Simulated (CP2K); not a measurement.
Input of a CP2K 2026.2 run:

Contents of si_scf.inp:

```
&GLOBAL
  PROJECT si_scf
  RUN_TYPE ENERGY_FORCE
  PRINT_LEVEL LOW
&END GLOBAL
&FORCE_EVAL
  METHOD QS
  STRESS_TENSOR ANALYTICAL
  &DFT
    BASIS_SET_FILE_NAME BASIS_MOLOPT_UZH
    POTENTIAL_FILE_NAME POTENTIAL_UZH
    &MGRID
      CUTOFF 675
      REL_CUTOFF 60
      NGRIDS 4
    &END MGRID
    &QS
      METHOD GPW
      EPS_DEFAULT 1.0E-9
    &END QS
    &KPOINTS
      SCHEME MONKHORST-PACK 8 8 8
      GAMMA_CENTERED T
      SYMMETRY T
      SYMMETRY_BACKEND SPGLIB
    &END KPOINTS
    &SCF
      SCF_GUESS ATOMIC
      EPS_SCF 1.0E-6
      MAX_SCF 100
      ADDED_MOS 10
      CHOLESKY OFF
      EPS_EIGVAL 1.0E-7
      &DIAGONALIZATION ON
        ALGORITHM STANDARD
      &END DIAGONALIZATION
      &MIXING ON
        METHOD BROYDEN_MIXING
        ALPHA 0.4
        BETA 1.5
        NBUFFER 8
      &END MIXING
      &SMEAR ON
        METHOD FERMI_DIRAC
        ELECTRONIC_TEMPERATURE 580.23
      &END SMEAR
    &END SCF
    &XC
      &XC_FUNCTIONAL
        &GGA_X_PW91
        &END GGA_X_PW91
        &GGA_C_PW91
        &END GGA_C_PW91
      &END XC_FUNCTIONAL
    &END XC
    &PRINT
      &KPOINTS ON
      &END KPOINTS
      &MULLIKEN ON
      &END MULLIKEN
      &MO ON
        ENERGIES T
        OCCUPATION_NUMBERS T
        &EACH
          QS_SCF 0
        &END EACH
        ADD_LAST NUMERIC
      &END MO
    &END PRINT
  &END DFT
  &SUBSYS
    &CELL
      A 3.8492788627 0.0000000000 0.0000000000
      B 1.9246394314 3.3335732814 0.0000000000
      C 1.9246394314 1.1111910938 3.1429230304
      PERIODIC XYZ
    &END CELL
    &COORD
      Si  3.8492788627 2.2223821876 1.5714615152
      Si  5.7739182941 3.3335732814 2.3571922728
    &END COORD
    &KIND Si
      BASIS_SET TZVP-MOLOPT-PBE-GTH-q4
      POTENTIAL GTH-PBE-q4
    &END KIND
    &PRINT
      &ATOMIC_COORDINATES ON
      &END ATOMIC_COORDINATES
      &CELL ON
      &END CELL
      &SYMMETRY ON
      &END SYMMETRY
    &END PRINT
  &END SUBSYS
  &PRINT
    &FORCES ON
    &END FORCES
    &STRESS_TENSOR ON
    &END STRESS_TENSOR
  &END PRINT
&END FORCE_EVAL
```

Potentials or basis: POTENTIAL_UZH Si GTH-PBE-q4; TZVP-MOLOPT-PBE-GTH basis.

Launch:

```console
$ OMP_NUM_THREADS=1 cp2k.psmp -i si_scf.inp -o si_scf.out
```

Q: Estimate the pressure.

A: 1.0 GPa.

Q: What does it give for the band gap on the k mesh?

A: 0.75 eV, indirect (least direct gap 2.60 eV).

Caveat: the potentials were made for another functional, which shifts forces and pressure; the basis of atomic orbitals isn't converged, which shifts pressures, moduli and gaps. As with any semilocal functional, this PW91 gap is likely too small.
